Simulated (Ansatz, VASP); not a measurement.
## Two plane-wave programs on HgSe

Contents of INCAR:

```
PREC = Accurate
ENCUT = 520
EDIFF = 1E-6
ISMEAR = 0
SIGMA = 0.1
LREAL = F
LASPH = T
NELM = 100
ALGO = Normal
ISIF = 2
LWAVE = F
LCHARG = F
GGA = PE
NBANDS = 16
```

Contents of KPOINTS:

```
Automatic mesh
0
Gamma
  6 6 6
```

POSCAR

```
HgSe
1.0
    0.0000000000      3.0390000000      3.0390000000
    3.0390000000      0.0000000000      3.0390000000
    3.0390000000      3.0390000000      0.0000000000
Hg Se
1 1
Direct
    0.0000000000      0.0000000000      0.0000000000
    0.2500000000      0.2500000000      0.2500000000
```

Input for Ansatz:

```yaml
crystal:
  lattice:
    - [0.0, 3.039, 3.039]
    - [3.039, 0.0, 3.039]
    - [3.039, 3.039, 0.0]
  atoms:
    - { symbol: Hg, position: [0.0, 0.0, 0.0] }
    - { symbol: Se, position: [0.25, 0.25, 0.25] }
basis:
  ecutwfc: 420
kpoints:
  mp_grid: { grid: [6, 6, 6] }
hamiltonian:
  xc: pbe
scf:
  occupations: { method: gaussian, width: 0.1 }
output:
  forces: true
  stress: true
  eigenvalues: true
```

Alike in both runs: task single point; functional PBE; k mesh 6 × 6 × 6; occupations gaussian, width 0.1 eV; no spin polarisation.

```csv
,VASP,Ansatz
version,VASP 6.6.1,Ansatz 0.2.0
potentials or method,"VASP PAW PBE potentials, release 64 (Hg, Se)","scalar-relativistic, plane waves, PAW"
plane-wave cutoff (eV),520,420
valence electrons in the cell,18,36
```

```tsv
	VASP	Ansatz	Ansatz less VASP
gap on the k mesh at the Fermi level (eV)	none	none	-
pressure (GPa)	5.1	4.8	-0.31
```

A gap of «none» marks a metal or a gap that the smearing closes. The two sets of potentials don't hold the same shells in valence.

Spin-orbit coupling is left out, which matters for the levels of Hg.
